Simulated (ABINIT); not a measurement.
# NaI (Fm-3m): G0W0 with ABINIT, start to end, part 2 of 2

Wanted: ground state, empty states, screening and self-energy for NaI (Fm-3m).

ABINIT 10.8.3; PBE and many-body steps on it, plane waves. Known limits of the many-body steps: not at the basis limit; screening head approximate.

So far. Step 2 (Ground state): The gap is direct, at Γ. Step 3 (Bands along the symmetry lines): The gap is 3.299 eV, as in the run before at this level.

## Step 4: Empty states on the mesh, 4×4×4 mesh, 118 bands

Level of this step: DFT, PBE with spin-orbit coupling, plane waves, norm-conserving pseudopotentials (ABINIT).

The sums over transitions need many empty states on a uniform mesh; this step solves for them.

Contents of run.abi:

```
acell 3*1.0 Angstrom
rprim 
  0.000000000000 3.236400000000 3.236400000000
  3.236400000000 -0.000000000000 3.236400000000
  3.236400000000 3.236400000000 -0.000000000000
ntypat 2
znucl 11 53
natom 2
typat 1 2
xred 
  0.000000000000 0.000000000000 0.000000000000
  0.500000000000 0.500000000000 0.500000000000
pp_dirpath "pseudos"
pseudos "Na.upf, I.upf"
ecut 38
nspinor 2
ngkpt 4 4 4
nshiftk 1
shiftk 0 0 0
kptopt 1
chksymbreak 0
iscf -2
irdden 1
istwfk *1
nband 118
nbdbuf 10
tolwfr 1e-09
nstep 60
prtvol 0
indata_prefix "in"
outdata_prefix "out"
tmpdata_prefix "tmp"
```

Run with:

```sh
$ OMP_NUM_THREADS=1 mpirun -n 4 abinit run.abi > log
```

Numbers of over 12 decimals in the logs are rounded to 6 here.

The log of the run:

```text
.Version 10.8.3 of ABINIT. v10.8.2 released Aug 2026.

 Symmetries : space group Fm -3 m (#225); Bravais cF (face-center cubic)
[... echo of the input left out ...]
== DATASET  1 ==================================================================
-   mpi_nproc: 4, omp_nthreads: 1 (-1 if OMP is not activated)

--- !DatasetInfo
iteration_state: {dtset: 1, }
dimensions: {natom: 2, nkpt: 8, mband: 118, nsppol: 1, nspinor: 2, nspden: 1, mpw: 5124, }
cutoff_energies: {ecut:  38.0, pawecutdg:  -1.0, }
electrons: {nelect:   1.60000000E+01, charge:   0.00000000E+00, occopt:   1.00000000E+00, tsmear:   1.00000000E-02, }

 Real(R)+Recip(G) space primitive vectors, cartesian coordinates (Bohr,Bohr^-1):
 R(1)=  0.0000000  6.1159096  6.1159096  G(1)= -0.0817540  0.0817540  0.0817540
 R(2)=  6.1159096  0.0000000  6.1159096  G(2)=  0.0817540 -0.0817540  0.0817540
 R(3)=  6.1159096  6.1159096  0.0000000  G(3)=  0.0817540  0.0817540 -0.0817540
 Unit cell volume ucvol=  4.5752326E+02 bohr^3
 Angles (23,13,12)=  6.00000000E+01  6.00000000E+01  6.00000000E+01 degrees

 getcut: wavevector=  0.0000  0.0000  0.0000  ngfft=  50  50  50
         ecut(hartree)=     38.000   => boxcut(ratio)=   2.08406

--- Pseudopotential description ------------------------------------------------
- Na Generated using ONCVPSP code by D. R. Hamann
- 11.00000   9.00000  180418                  znucl, zion, pspdat
12 -101130 1 -1 1992                          pspcod,pspxc,lmax,lloc,mmax
     nproj     2     2     0     0
     spin-orbit psp
        nprojso     3     0     0
  pspatm : epsatm=    9.36249562
         --- l  ekb(1:nproj) -->
             0   -0.676401    2.667548
             1   -6.743410   -2.407195
  spin-orbit 1    0.012480    0.006430   -0.000135
 pspatm: atomic psp has been read  and splines computed

- I Generated using ONCVPSP code by D. R. Hamann
- 53.00000   7.00000  180423                  znucl, zion, pspdat
12 -101130 2 -1 1210                          pspcod,pspxc,lmax,lloc,mmax
     nproj     2     4     4     0
     spin-orbit psp
        nprojso     4     4     0
  pspatm : epsatm=   19.15675463
         --- l  ekb(1:nproj) -->
             0    0.912828    5.952026
             1    3.997763    0.747877    0.008227    0.000022
             2    4.180861    0.714097    0.003511    0.000039
  spin-orbit 1   -0.419626    0.211238    0.050102   -0.000483
  spin-orbit 2    0.305294   -0.042129    0.013865   -0.001013
 pspatm: atomic psp has been read  and splines computed

--------------------------------------------------------------------------------

================================================================================
 prteigrs : about to open file out_EIG
 Non-SCF case, kpt    1 (  0.00000  0.00000  0.00000), residuals and eigenvalues=
  1.93E-10  5.51E-10  4.14E-11  7.32E-11  7.70E-11  2.05E-10  1.28E-10  5.67E-10
  5.09E-10  7.10E-10  3.86E-11  1.33E-10  4.05E-11  8.16E-11  5.62E-10  7.49E-10
  9.10E-11  1.36E-10  4.99E-11  2.91E-10  2.28E-10  4.66E-10  1.27E-10  8.58E-10
[...]
8.22E-09  4.38E-09  1.23E-08  7.09E-08  8.39E-06  2.17E-05
 -1.8533E+00 -1.8533E+00 -8.2581E-01 -8.2581E-01 -8.1924E-01 -8.1924E-01
 -8.1924E-01 -8.1924E-01 -3.9988E-01 -3.9988E-01 -2.2920E-02 -2.2920E-02
[...]
1.4464E+00  1.4464E+00  1.4464E+00  1.4464E+00  1.4467E+00  1.4467E+00
  1.4571E+00  1.4571E+00  1.4961E+00  1.4962E+00
 prteigrs : prtvol=0 or 1, do not print more k-points.

--- !ResultsGS
iteration_state: {dtset: 1, }
comment   : Summary of ground state results
lattice_vectors:
- [  0.0000000,   6.1159096,   6.1159096, ]
- [  6.1159096,  -0.0000000,   6.1159096, ]
- [  6.1159096,   6.1159096,  -0.0000000, ]
lattice_lengths: [   8.64920,    8.64920,    8.64920, ]
lattice_angles: [ 60.000,  60.000,  60.000, ] # degrees, (23, 13, 12)
lattice_volume:   4.5752326E+02
convergence: {deltae:  0.000E+00, res2:  0.000E+00, residm:  9.942E-10, diffor:  0.000E+00, }
etotal    :  -5.87511166E+01
entropy   :   0.00000000E+00
fermie    :   1.67117750E-02
cartesian_stress_tensor: null
pressure_GPa: null
xred      :
- [  0.0000E+00,   0.0000E+00,   0.0000E+00, Na]
- [  5.0000E-01,   5.0000E-01,   5.0000E-01,  I]
cartesian_forces: null
force_length_stats: {min: null, max: null, mean: null, }

 Integrated electronic density in atomic spheres:
 ------------------------------------------------
 Atom  Sphere_radius  Integrated_density
    1        2.00000          7.92593862
    2        2.00000          2.89860315
================================================================================

 ----iterations are completed or convergence reached----

 Mean square residual over all n,k,spin=   37.966E-11; max=  99.423E-11
 reduced coordinates (array xred) for    2 atoms
       0.000000000000      0.000000000000      0.000000000000
       0.500000000000      0.500000000000      0.500000000000

 cartesian coordinates (angstrom) at end:
    1      0.000000     0.000000     0.000000
    2      3.236400     3.236400     3.236400
 length scales=  1.889726125908  1.889726125908  1.889726125908 bohr
              =  1.000000000000  1.000000000000  1.000000000000 angstroms
 prteigrs : about to open file out_EIG
 Eigenvalues (hartree) for nkpt=   8  k points:
 kpt#   1, nband=118, wtk=  0.01563, kpt=  0.0000  0.0000  0.0000 (reduced coord)
[...]
1.31487    1.31487    1.36624    1.36624    1.36624    1.36624    1.36670    1.36670
   1.42888    1.42888    1.42888    1.42888    1.44637    1.44637    1.44637    1.44637
   1.44667    1.44667    1.45707    1.45707    1.49605    1.49619
 prteigrs : prtvol=0 or 1, do not print more k-points.

== END DATASET(S) ==============================================================
================================================================================

 -outvars: echo values of variables after computation  --------
            nband         118
             nkpt           8
          spgroup         225
 [... the other variables as echoed above ...]

 Calculation completed.
```

The job ended after 92 s (4 MPI ranks of Arm Neoverse V1, shared host; peak memory 0.49 GiB).

Numbers from this step:

| Quantity | Value |
| --- | --- |
| gap | 3.299 eV |
| k of the valence top | 0, 0, 0 |
| k of the conduction bottom | 0, 0, 0 |
| least direct gap | 3.299 eV |
| k points computed | 8 |
| lowest point of the top converged band, above the valence top | 38.43 eV |

On this mesh the gap is 3.299 eV.

## Step 5: Screening, 4×4×4 mesh, 108 bands, screening to 98 eV

The RPA dielectric matrix is built and inverted for each q.

This step: RPA screening on PBE with spin-orbit coupling, plane waves, norm-conserving pseudopotentials.

run.abi: that of step 4 with these lines changed.

```diff
@@ -21,10 +21,11 @@
 chksymbreak 0
-iscf -2
-irdden 1
 istwfk *1
-nband 118
-nbdbuf 10
-tolwfr 1e-09
-nstep 60
-prtvol 0
+occopt 1
+irdwfk 1
+optdriver 3
+nband 108
+ecuteps 3.6
+inclvkb 0
+awtr 1
+symchi 1
 indata_prefix "in"
```

The log of the run:

```text
.Version 10.8.3 of ABINIT. v10.8.2 released Aug 2026.

 Symmetries : space group Fm -3 m (#225); Bravais cF (face-center cubic)
[... echo of the input left out ...]
== DATASET  1 ==================================================================
-   mpi_nproc: 4, omp_nthreads: 1 (-1 if OMP is not activated)

--- !DatasetInfo
iteration_state: {dtset: 1, }
dimensions: {natom: 2, nkpt: 8, mband: 108, nsppol: 1, nspinor: 2, nspden: 1, mpw: 5124, }
cutoff_energies: {ecut:  38.0, pawecutdg:  -1.0, }
electrons: {nelect:   1.60000000E+01, charge:   0.00000000E+00, occopt:   1.00000000E+00, tsmear:   1.00000000E-02, }

 SCREENING: Calculation of the susceptibility and dielectric matrices

 Based on a program developped by R.W. Godby, V. Olevano, G. Onida, and L. Reining.
 Incorporated in ABINIT by V. Olevano, G.-M. Rignanese, and M. Torrent.
.Using double precision arithmetic ; gwpc =  8

[... cell and pseudopotentials left out ...]
--------------------------------------------------------------------------------

 ==== K-mesh for the wavefunctions ====
 Number of points in the irreducible wedge :     8
[... list of points left out ...]
 Together with 48 symmetry operations and time-reversal symmetry
 yields    64 points in the full Brillouin Zone.

 ==== Q-mesh for the screening function ====
 Number of points in the irreducible wedge :     8
[... list of points left out ...]
 Together with 48 symmetry operations and time-reversal symmetry
 yields    64 points in the full Brillouin Zone.

 setmesh: FFT mesh size selected  =    32x   32x   32
          total number of points  =        32768

 vcoul_init : cutoff-mode = AUXILIARY_FUNCTION
 q-points for optical limit:   1
     1)      0.000010    0.000020    0.000030

- screening: taking advantage of time-reversal symmetry
- Maximum band index for partially occupied states nbvw = 16
- Remaining bands to be divided among processors   nbcw = 92
- Number of bands treated by each node ~23

 Number of electrons calculated from density =   16.0000; Expected =   16.0000
 average of density, n =  0.034971
 r_s =    1.8970
 omega_plasma =   18.0389 [eV]

 calculating chi0 at frequencies [eV] :
  1    0.000000E+00    0.000000E+00
  2    0.000000E+00    1.803886E+01

--------------------------------------------------------------------------------
  q-point number  1        q = ( 0.000000, 0.000000, 0.000000) [r.l.u.]
--------------------------------------------------------------------------------
[... chi0 elements left out ...]
 For q-point:  0.000010 0.000020 0.000030
  dielectric constant =   2.9508
  dielectric constant without local fields =   3.5128

  Average fulfillment of the sum rule on Im[epsilon] for q-point    1 :     51.24  [%]
[... wings left out ...]
  q-point number  2        q = ( 0.250000, 0.000000, 0.000000) [r.l.u.]
--------------------------------------------------------------------------------
[... chi0 elements left out ...]
  Average fulfillment of the sum rule on Im[epsilon] for q-point    2 :     63.84  [%]

 [... 6 further q-points ...]
```

The job ended after 80 s (4 MPI ranks; peak memory 1.8 GiB).

This step gave:

```
ε∞ with local fields, on this mesh, along the program's q direction : 2.951
the same without local fields                                       : 3.513
plasma frequency                                                    : 18.04 eV
plane waves in the screening matrix                                 : 169
```

Local fields lower ε∞ by 16 %.

## Step 6: Self-energy, 4×4×4 mesh, 108 bands, screening to 98 eV

The self-energy is evaluated for the states that the input lists, and the levels follow from it, in one-shot runs by the linearised quasiparticle equation.

This step: G0W0 on PBE with spin-orbit coupling, plane waves, norm-conserving pseudopotentials.

run.abi: that of step 5 with these lines changed.

```diff
@@ -24,8 +24,15 @@
 irdwfk 1
-optdriver 3
+optdriver 4
 nband 108
+gwcalctyp 0
+ecutsigx 38
+symsigma 0
+nkptgw 1
+kptgw 
+  0.0000000000 0.0000000000 0.0000000000
+bdgw 
+  13 22
 ecuteps 3.6
-inclvkb 0
-awtr 1
-symchi 1
+irdscr 1
+ppmodel 1
 indata_prefix "in"
```

The log of the run:

```text
.Version 10.8.3 of ABINIT. v10.8.2 released Aug 2026.

 Symmetries : space group Fm -3 m (#225); Bravais cF (face-center cubic)
[... echo of the input left out ...]
== DATASET  1 ==================================================================
-   mpi_nproc: 4, omp_nthreads: 1 (-1 if OMP is not activated)

--- !DatasetInfo
iteration_state: {dtset: 1, }
dimensions: {natom: 2, nkpt: 8, mband: 108, nsppol: 1, nspinor: 2, nspden: 1, mpw: 5124, }
cutoff_energies: {ecut:  38.0, pawecutdg:  -1.0, }
electrons: {nelect:   1.60000000E+01, charge:   0.00000000E+00, occopt:   1.00000000E+00, tsmear:   1.00000000E-02, }

 SIGMA: Calculation of the GW corrections

 Based on a program developped by R.W. Godby, V. Olevano, G. Onida, and L. Reining.
 Incorporated in ABINIT by V. Olevano, G.-M. Rignanese, and M. Torrent.
.Using double precision arithmetic ; gwpc =  8

[... cell and pseudopotentials left out ...]
--------------------------------------------------------------------------------

 ==== K-mesh for the wavefunctions ====
 Number of points in the irreducible wedge :     8
[... list of points left out ...]
 Together with 48 symmetry operations and time-reversal symmetry
 yields    64 points in the full Brillouin Zone.

 ==== Q-mesh for screening function ====
 Number of points in the irreducible wedge :     8
[... list of points left out ...]
 Together with 48 symmetry operations and time-reversal symmetry
 yields    64 points in the full Brillouin Zone.

 vcoul_init : cutoff-mode = AUXILIARY_FUNCTION
 q-points for optical limit:   1
     1)      0.000010    0.000020    0.000030
 setmesh: FFT mesh size selected  =    50x   50x   50
          total number of points  =       125000

 Number of electrons calculated from density =   16.0000; Expected =   16.0000
 average of density, n =  0.034971
 r_s =    1.8970
 omega_plasma =   18.0389 [eV]

 === KS Band Gaps ===
  >>>> For spin  1
   Minimum direct gap =   3.2993 [eV], located at k-point      :   0.0000  0.0000  0.0000
   Fundamental gap    =   3.2993 [eV], Top of valence bands at :   0.0000  0.0000  0.0000
                                       Bottom of conduction at :   0.0000  0.0000  0.0000
 SIGMA fundamental parameters:
 PLASMON POLE MODEL  1
 number of plane-waves for SigmaX                 5065
 number of plane-waves for SigmaC and W            169
 number of plane-waves for wavefunctions          5065
 number of bands                                   108
 number of independent spin polarizations            1
 number of spinorial components                      2
 number of k-points in IBZ                           8
 number of q-points in IBZ                           8
 number of symmetry operations                      48
 number of k-points in BZ                           64
 number of q-points in BZ                           64
 number of frequencies for dSigma/dE                 9
 frequency step for dSigma/dE [eV]                0.25
 number of omega for Sigma on real axis              0
 max omega for Sigma on real axis  [eV]           0.00
 zcut for avoiding poles [eV]                     0.10

 EPSILON^-1 parameters (SCR file):
 dimension of the eps^-1 matrix on file            169
 dimension of the eps^-1 matrix used               169
 number of plane-waves for wavefunctions          5065
 number of bands                                   108
 number of q-points in IBZ                           8
 number of frequencies                               2
 number of real frequencies                          1
 number of imag frequencies                          1

 matrix elements of self-energy operator (all in [eV])

 Perturbative Calculation

--- !SelfEnergy_ee
iteration_state: {dtset: 1, }
kpoint     : [   0.000,    0.000,    0.000, ]
spin       : 1
KS_gap     :    3.299
QP_gap     :    5.108
Delta_QP_KS:    1.809
data: !SigmaeeData |
     Band     E0 <VxcDFT>   SigX SigC(E0)      Z dSigC/dE  Sig(E)    E-E0       E
       13   0.455 -11.307 -14.140   1.537   0.806  -0.241 -12.351  -1.044  -0.589
       14   0.455 -11.307 -14.149   1.539   0.806  -0.241 -12.357  -1.050  -0.596
       15   0.455 -11.307 -14.156   1.542   0.806  -0.241 -12.360  -1.053  -0.598
       16   0.455 -11.307 -14.149   1.539   0.806  -0.241 -12.356  -1.049  -0.594
       17   3.754  -7.321  -3.631  -2.786   0.840  -0.191  -6.562   0.760   4.514
       18   3.754  -7.321  -3.631  -2.786   0.840  -0.191  -6.562   0.760   4.514
       19   8.065  -7.148  -3.081  -3.066   0.828  -0.207  -6.319   0.829   8.894
       20   8.065  -7.148  -3.080  -3.067   0.828  -0.207  -6.318   0.829   8.894
       21   8.065  -7.148  -3.082  -3.065   0.828  -0.207  -6.319   0.829   8.894
       22   8.065  -7.148  -3.080  -3.067   0.828  -0.207  -6.319   0.829   8.894

== END DATASET(S) ==============================================================
================================================================================

 -outvars: echo values of variables after computation  --------
           etotal      0.0000000000E+00
            nband         108
             nkpt           8
          spgroup         225
 [... the other variables as echoed above ...]

 Calculation completed.
```

It took 77 s on 4 MPI ranks; peak memory 1.6 GiB; 5.1 min of CPU time.

Numbers from this step:

* G0W0 gap on the points computed: 5.103 eV
* starting gap on the mesh: 3.299 eV
* k of the valence top: 0, 0, 0
* k of the conduction bottom: 0, 0, 0
* Z at the valence top: 0.806
* Z at the conduction bottom: 0.84
* least direct G0W0 gap on the computed points: 5.103 eV

The gap on the mesh goes from 3.30 eV to 5.10 eV, a correction of +1.80 eV.

Limits: finite bands, cutoff and mesh; screening head approximate. v1 is the top filled band, c1 the lowest empty one. The levels before and after the correction (eV, zero at the valence-band top of each column):

```csv
,conduction bottom,valence top
Kohn-Sham,3.30,0.00
G0W0,5.10,0.00
```

|  | level | energy (eV) |
| --- | --- | --- |
| Kohn-Sham | Γ v4 | 0.000 |
| Kohn-Sham | Γ v3-v1 | 0.000 |
| Kohn-Sham | Γ c1-c2 | 3.299 |
| Kohn-Sham | Γ c3-c6 | 7.610 |
| G0W0 | Γ v4 | 0.000 |
| G0W0 | Γ v3-v1 | -0.007 |
| G0W0 | Γ c1-c2 | 5.103 |
| G0W0 | Γ c3-c6 | 9.483 |

## Step 7: Where the time went

Times are wall times on 4 MPI ranks of Arm Neoverse V1, shared host, good to a factor of about two.

| step | time | share | memory (GiB) |
| --- | --- | --- | --- |
| ground state | 26 s | 8 % | 0.42 |
| bands along the symmetry lines | 44 s | 14 % | 0.42 |
| empty states on the mesh | 92 s | 29 % | 0.49 |
| screening | 80 s | 25 % | 1.8 |
| self-energy | 77 s | 24 % | 1.6 |

## Step 8: Outcome

```json
{
 "PBE gap": "3.30 eV, direct",
 "G0W0 gap on the mesh": "5.10 eV",
 "GW settings": "4×4×4 mesh, 108 bands, screening to 98 eV, Godby-Needs plasmon pole",
 "known limits": "not at the basis limit; screening head approximate"
}
```

What this shows: G0W0 moves the gap on the mesh from 3.30 eV to 5.10 eV (+1.80 eV), with Z of 0.81 and 0.84 at the edges. Local fields lower the RPA ε∞ on this mesh from 3.51 to 2.95. Only 1 of the mesh's irreducible points was corrected, so a valley elsewhere could overtake. Bands and cutoff are finite, so the gap is not at the basis limit. The miss can reach some tenths of an eV and take either sign; the mesh is an error of its own. In the G0W0 run levels were corrected at 1 k point alone, so a gap called «on the mesh» is the least over those, and an edge elsewhere would be missed. The long-wavelength limit of the screening leaves out the non-local commutator, which shifts ε∞.

[Paths, hosts, dates, memory and timing lines, banners, echoed tables and standing remarks are left out of the program output.]

[Logs are printed without paths, hosts, clocks, repeated set-up lines and the standing remarks that a program may print on its own settings, such as how far it seeks lower states.]

[Runs of the session that timed out or met a known fault of the program may be left out.]

[Hosts, paths, dates, database ids (printed as entryN), source tags and the programs' standing remarks are cut or masked in the printed files.]

[G0W0 gaps are taken among the corrected bands and points alone; a level outside them can change the order at an edge.]

[Where Ansatz stands beside ABINIT at settings called matched, ABINIT's density can come from a denser mesh and the files from another edition; pairs whose starting gaps differed by over 0.03 eV were left out, so agreement reads better than it is.]
